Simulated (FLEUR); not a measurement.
# GaN (P6_3mc) in FLEUR: single point with PBEsol

Aim: the single point of GaN with PBEsol.

All numbers are computed with FLEUR MaX-R8.1 (later development tree); they aren't measurements. Logs are shortened: lines on timing, memory, paths and dates and some standing lists are left out, and cuts for length are marked.

**The experiment to reproduce.**

“Studying electronic properties in GaN without electrical contacts using γ-γ vs e−-γ Perturbed Angular Correlations”, 2019, pmc:6823545 quotes, for a bulk crystal of GaN: band gap 3.503 ± 0.005 eV (direct).

How close the calculation comes is told below.

## (1) The structure

The structure is hexagonal, space group P6_3mc (No. 186). The conventional cell has a = 3.180 Å, b = 3.180 Å, c = 5.166 Å, α = 90.00°, β = 90.00°, γ = 120.00°. Ga (site symmetry 3m) is surrounded by 4 N at 1.94 to 1.95 Å. N (site symmetry 3m) is surrounded by 4 Ga at 1.94 to 1.95 Å.

## (2) Single point, PBEsol

inp.xml reads:

```xml
<?xml version="1.0" encoding="UTF-8" standalone="no"?>
<fleurInput fleurInputVersion="0.39">
   <comment>
      GaN                                                                                                 
   </comment>
   <calculationSetup>
      <cutoffs Kmax="5.27" Gmax="16.3" GmaxXC="16.3" numbands="0"/>
      <scfLoop itmax="60" minDistance="0.00001" maxIterBroyd="15" imix="Anderson" alpha="0.05" precondParam="0.0" spinf="2.0" sdNocoIR="T"/>
      <coreElectrons ctail="T" frcor="F" kcrel="0" coretail_lmax="0"/>
      <xcFunctional name="PBEs" relativisticCorrections="F"/>
      <magnetism jspins="1"/>
      <soc l_soc="F" theta="0.0" phi="0.0" spav="F"/>
      <expertModes spex="0" secvar="F"/>
      <geometryOptimization l_f="F" forcealpha="1.0" forcemix="BFGS" epsdisp="0.00001" epsforce="0.00001"/>
      <ldaU l_linMix="F" mixParam="0.05" spinf="1.0"/>
   </calculationSetup>
   <cell>
      <bzIntegration valenceElectrons="52.0" mode="hist" fermiSmearingEnergy="0.00183747">
         <kPointListSelection listName="default-1"/>
         <!-- k-points included here -->
         <xi:include xmlns:xi="http://www.w3.org/2001/XInclude" href="kpts.xml"> </xi:include>
      </bzIntegration>
      <!-- symmetry operations included here -->
      <xi:include xmlns:xi="http://www.w3.org/2001/XInclude" href="sym.xml"> </xi:include>
      <bulkLattice scale="1.0">
         <bravaisMatrix>
            <row-1>    6.0093290762280001     0.0000000000000000     0.0000000000000000</row-1>
            <row-2>   -3.0046645381140000     5.2042316396486976     0.0000000000000000</row-2>
            <row-3>    0.0000000000000000     0.0000000000000000     9.7623251596836003</row-3>
         </bravaisMatrix>
      </bulkLattice>
   </cell>
   <atomSpecies>
      <species name="Gallium (Ga)" element="Ga" atomicNumber="31">
         <mtSphere radius="1.86" gridPoints="635" logIncrement="0.019"/>
         <atomicCutoffs lmax="8" lnonsphr="8"/>
         <electronConfig flipSpins="F">
            <coreConfig>(1s1/2) (2s1/2) (2p1/2) (2p3/2)</coreConfig>
            <valenceConfig>(3s1/2) (3p1/2) (3p3/2) (4s1/2) (3d3/2) (3d5/2) (4p1/2) (4p3/2)</valenceConfig>
            <stateOccupation state="(4p1/2)" spinUp="0.166667" spinDown="0.166667"/>
            <stateOccupation state="(4p3/2)" spinUp="0.333333" spinDown="0.333333"/>
         </electronConfig>
         <energyParameters s="4" p="4" d="3" f="4"/>
         <lo type="SCLO" l="0" n="3" eDeriv="0"/>
         <lo type="SCLO" l="1" n="3" eDeriv="0"/>
         <lo type="SCLO" l="1" n="3" eDeriv="1"/>
         <lo type="HELO" l="2" n="4" eDeriv="0"/>
         <lo type="HELO" l="2" n="4" eDeriv="1"/>
         <lo type="SCLO" l="3" n="4" eDeriv="2"/>
      </species>
      <species name="Nitrogen (N)" element="N" atomicNumber="7">
         <mtSphere radius="1.42" gridPoints="487" logIncrement="0.021"/>
         <atomicCutoffs lmax="8" lnonsphr="8"/>
         <electronConfig flipSpins="F">
            <coreConfig>(1s1/2)</coreConfig>
            <valenceConfig>(2s1/2) (2p1/2) (2p3/2)</valenceConfig>
            <stateOccupation state="(2p1/2)" spinUp="0.500000" spinDown="0.500000"/>
            <stateOccupation state="(2p3/2)" spinUp="1.000000" spinDown="1.000000"/>
         </electronConfig>
         <energyParameters s="2" p="2" d="3" f="4"/>
         <lo type="SCLO" l="0" n="2" eDeriv="2"/>
         <lo type="SCLO" l="1" n="2" eDeriv="2"/>
         <lo type="SCLO" l="2" n="3" eDeriv="2"/>
      </species>
   </atomSpecies>
   <atomGroups>
      <atomGroup species="Gallium (Ga)">
         <relPos label="                   1">-1.000/3.000 1.000/3.000 1.000/2.000</relPos>
         <relPos label="                   2">1.000/3.000 -1.000/3.000 .0000000000</relPos>
         <force calculate="T" relaxXYZ="TTT"/>
      </atomGroup>
      <atomGroup species="Nitrogen (N)">
         <relPos label="                   3">-1.000/3.000 1.000/3.000 -1.000/8.000</relPos>
         <relPos label="                   4">1.000/3.000 -1.000/3.000 3.000/8.000</relPos>
         <force calculate="T" relaxXYZ="TTT"/>
      </atomGroup>
   </atomGroups>
   <output dos="F" band="F" slice="F">
      <checks vchk="F" cdinf="F"/>
      <bandDOS minEnergy="-.5*Htr" maxEnergy="0.5*Htr" sigma="0.015" storeEVData="T"/>
      <vacuumDOS vacdos="F" integ="F" star="F" nstars="0" locx1="0.0" locy1="0.0" locx2="0.0" locy2="0.0" nstm="0" tworkf="0.0"/>
      <unfoldingBand unfoldBand="F" supercellX="1" supercellY="1" supercellZ="1"/>
      <plotting iplot="0" polar="F">
         <plot TwoD="T" vec1="  1.0  0.0  0.0" vec2="  0.0  1.0  0.0" vec3="  0.0  0.0  1.0" zero="  0.0  0.0  0.0" file="plot"/>
      </plotting>
      <chargeDensitySlicing numkpt="0" minEigenval="0.0" maxEigenval="0.0" nnne="0" pallst="F"/>
      <specialOutput eonly="F"/>
      <moessbauerParams electricFieldGradient="T" isomerShift="T" coreHyperfine="T" valenceHyperfine="T"/>
      <magneticCircularDichroism mcd="F" energyLo="-10.0" energyUp="0.0"/>
   </output>
  <!-- We include the file relax.xml here to enable relaxations (see documentation) -->
  <xi:include xmlns:xi="http://www.w3.org/2001/XInclude" href="relax.xml"> <xi:fallback/> </xi:include>
</fleurInput>
```

crystal.txt reads:

```
GaN
&input cartesian=F /
3.1800000000  0.0000000000  0.0000000000
-1.5900000000  2.7539607840  0.0000000000
0.0000000000  0.0000000000  5.1660000000
1.8897261246
1.0 1.0 1.0

4
31 0.6666666666  0.3333333332  0.5000000000
31 0.3333333332  0.6666666666  0.0000000000
7 0.6666666666  0.3333333332  0.8750000000
7 0.3333333332  0.6666666666  0.3750000000

&kpt div1=10 div2=10 div3=5 gamma=T /
```

Potentials or basis: all-electron, FLAPW.

The run is started by

```bash
$ inpgen -f crystal.txt -profile fastHighL
$ # inp.xml edited to the form shown
$ mpirun -n 4 fleur_MPI -pe_per_kpt 1
```

The program printed:

```text
Welcome to FLEUR        (www.flapw.de)
      MaX-Release 8.1          (www.max-centre.eu)

 ========== k-point set info ==========
 Selected k-point list: default-1
 k-point list type: mesh
 10 x 10 x 5
 Number of k points: 42

 ------------Calculation Setup---------------------------
 Number of MPI-tasks      :            4
 Number of PE/node        :            4
 Number of OMP-threads    :            1
 Using exactly            1  PE per kpt
 k-points in parallel     :            4
 pe's per k-point         :            1
 No of k-point loops      :           10
 Info/Warning             : your k-point parallelism is not fully load-balanced
 Using exactly            1  PE per kpt
 Using exactly            1  PE per kpt
 Using exactly            1  PE per kpt
 Eigenvalue solver        :       lapack
 Number of basis functions:          938
 Approximate size of matrices (H+S) per k-point:         0.026 GB
 --------------------------------------------------------
 Iteration:     1   Distance:      24.53102144 me/bohr^3
 Iteration:     2   Distance:      21.06913618 me/bohr^3
 Iteration:     3   Distance:       7.95232741 me/bohr^3
 Iteration:     4   Distance:       4.38463097 me/bohr^3
 Iteration:     5   Distance:       3.14314971 me/bohr^3
 Iteration:     6   Distance:       0.34466708 me/bohr^3
 Iteration:     7   Distance:       0.31836562 me/bohr^3
 Iteration:     8   Distance:       0.03253792 me/bohr^3
 Iteration:     9   Distance:       0.02002230 me/bohr^3
 Iteration:    10   Distance:       0.00327373 me/bohr^3
 Iteration:    11   Distance:       0.00070143 me/bohr^3
 Iteration:    12   Distance:       0.00040128 me/bohr^3
 Iteration:    13   Distance:       0.00006420 me/bohr^3
 Iteration:    14   Distance:       0.00003682 me/bohr^3
 Iteration:    15   Distance:       0.00000307 me/bohr^3

 ********************************************************************
 Run finished successfully
 Stop message:
   all done
 ********************************************************************
```

Run time: 58 s. Hardware: 4 MPI ranks of Intel Xeon 6975P-C (Granite Rapids), shared host.

Results:

| Quantity | Value |
| --- | --- |
| Free energy | -108696.0268 eV |
| Band gap on the k mesh | 1.92 eV, direct |
| Valence electrons inside the program's atomic spheres | Ga 18.53; N 3.36 (radii Ga 1.86, N 1.42 bohr) |

Levels at points of the mesh, in eV from the valence-band top:
```
           k point  band 23  band 24  band 25  band 26  band 27  band 28  band 29  band 30
(0.00, 0.00, 0.00)    -1.07    -0.06     0.00     0.00     1.92     4.23     9.16     9.82
(0.00, 0.50, 0.00)    -4.33    -2.81    -2.31    -1.00     4.94     5.54     5.96     8.62
```

Core levels (eV from the Fermi level):
| atom | levels |
| --- | --- |
| 1 Ga | 1s1/2 -10212.3, 2s1/2 -1254.6, 2p1/2 -1110.2, 2p3/2 -1082.6 |
| 2 Ga | 1s1/2 -10212.3, 2s1/2 -1254.6, 2p1/2 -1110.2, 2p3/2 -1082.6 |
| 3 N | 1s1/2 -373.6 |
| 4 N | 1s1/2 -373.6 |

## (3) Comparison with measurements

Step 2. Against the measured gap of GaN, 3.503 eV (direct; quoted in “Studying electronic properties in GaN without electrical contacts using γ-γ vs e−-γ Perturbed Angular Correlations”, 2019, pmc:6823545), the calculated 1.92 eV is off by -1.58 eV. Spin-orbit coupling on Ga is left out. The value is that of PBEsol, without temperature or zero-point motion. Semilocal functionals fall short of measured gaps as a rule.
